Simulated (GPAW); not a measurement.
The system is Hf.

```
CELL_PARAMETERS angstrom
3.19670 0.00000 0.00000
-1.59835 2.76842 0.00000
0.00000 0.00000 5.05780
ATOMIC_POSITIONS crystal
Hf 0.66667 0.33333 0.75000
Hf 0.33333 0.66667 0.25000
```

Base run:

| Property | Result |
| --- | --- |
| Program | GPAW 26.7.0 |
| Functional | PBE |
| Potentials or basis | GPAW PAW data sets (gpaw-data 1.2.1) |
| Cutoff | 600 eV |
| Basis | pw |
| k mesh | 10 × 10 × 5 |
| Occupations | gaussian, width 0.016 eV |
| Spin | no spin polarisation |

Its results: pressure 0.9 GPa.

Task: The run is repeated on the same cell with these changes: functional from PBE to r2SCAN; occupations from gaussian, width 0.016 eV to fermi-dirac, width 0.05 eV. What comes out?

Result: Pressure 0.2 GPa.

Caveats: the PAW data sets were made with another functional, which shifts forces and pressure a little (some runs).
